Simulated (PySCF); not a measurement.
Partial charges of pyrrolidine

Compound: pyrrolidine, C4H9N.
Z-matrix (Å and degrees, GFN2-xTB geometry), rows numbered from 1:
```
C 
C   1  1.5389
C   2  1.5450  1  103.96
N   3  1.4538  2  106.62  1   -23.16
C   4  1.4538  3  103.55  2    38.21
H   1  1.0903  2  110.82  3   118.44
H   1  1.0881  2  112.26  3  -120.62
H   2  1.0902  1  110.82  3  -118.56
H   2  1.0881  1  112.27  3   120.49
H   3  1.0940  2  109.93  1    92.90
H   3  1.0893  2  113.21  1  -145.53
H   4  1.0171  3  109.17  2   -77.99
H   5  1.0894  1  113.20  2   145.70
H   5  1.0940  1  109.93  2   -92.72
```

Density: PBE0/pcSseg-1 (PySCF); schemes: Mulliken, IAO, Hirshfeld and ESP-fitted. One conformer (not necessarily the lowest) at the GFN2-xTB geometry, without solvent, vibrations or thermal averaging.

Question: Tabulate the Mulliken, IAO, Hirshfeld and ESP-fitted charges.

Answer: In e:

| atom | environment | Mulliken | IAO | Hirshfeld | ESP-fitted |
| --- | --- | --- | --- | --- | --- |
| C1 | ring CH2 carbon | -0.253 | -0.290 | -0.079 | -0.028 |
| C2 | ring CH2 carbon | -0.254 | -0.290 | -0.079 | +0.022 |
| C3 | sp3 carbon bound to nitrogen | -0.066 | -0.160 | -0.030 | +0.104 |
| N4 | secondary amine nitrogen | -0.461 | -0.414 | -0.181 | -0.805 |
| C5 | sp3 carbon bound to nitrogen | -0.066 | -0.159 | -0.030 | +0.137 |
| H6 | methylene hydrogen | +0.116 | +0.132 | +0.033 | +0.012 |
| H7 | methylene hydrogen | +0.117 | +0.137 | +0.036 | -0.006 |
| H8 | methylene hydrogen | +0.116 | +0.132 | +0.033 | 0.000 |
| H9 | methylene hydrogen | +0.117 | +0.137 | +0.036 | -0.017 |
| H10 | methylene hydrogen | +0.118 | +0.133 | +0.035 | +0.071 |
| H11 | methylene hydrogen | +0.116 | +0.140 | +0.043 | +0.029 |
| H12 | N–H hydrogen | +0.165 | +0.232 | +0.104 | +0.394 |
| H13 | methylene hydrogen | +0.116 | +0.140 | +0.043 | +0.019 |
| H14 | methylene hydrogen | +0.118 | +0.133 | +0.035 | +0.069 |

Mean size of the charges over all atoms: IAO 0.188 e, Mulliken 0.157 e, ESP-fitted 0.122 e, Hirshfeld 0.057 e. Each set sums to the total charge, 0, to within 0.001 e. The ESP scheme fits charges at the nuclei, held to the total charge, to the electrostatic potential on points at 1.4 to 2.0 times the van der Waals radii. The Mulliken scheme gives each basis function's population to the atom it is centred on and halves the overlap population of two atoms between them.

Lowest charge. All schemes agree: Mulliken N4 (-0.461); IAO N4 (-0.414); Hirshfeld N4 (-0.181); ESP-fitted N4 (-0.805).

Highest charge. All schemes agree: Mulliken H12 (+0.165); IAO H12 (+0.232); Hirshfeld H12 (+0.104); ESP-fitted H12 (+0.394).

Question: Sum the charges by element, for elements with more than one atom.

Answer: 
```json
{"element": "C", "atoms": "4", "Mulliken": "-0.639", "IAO": "-0.899", "Hirshfeld": "-0.218", "ESP-fitted": "+0.235"}
{"element": "H", "atoms": "9", "Mulliken": "+1.099", "IAO": "+1.313", "Hirshfeld": "+0.399", "ESP-fitted": "+0.570"}
```

Question: How many electrons does the ESP-fitted scheme count on N4?

Answer: Z − q = 7 − (-0.805) = 7.805.

Question: How closely do the schemes follow one another over all atoms?

Answer: Correlation coefficient and root-mean-square difference: Mulliken with Hirshfeld 0.98, 0.118 e; Mulliken with IAO 0.98, 0.046 e; IAO with Hirshfeld 0.96, 0.139 e; Hirshfeld with ESP-fitted 0.77, 0.197 e; Mulliken with ESP-fitted 0.69, 0.179 e; IAO with ESP-fitted 0.58, 0.209 e.
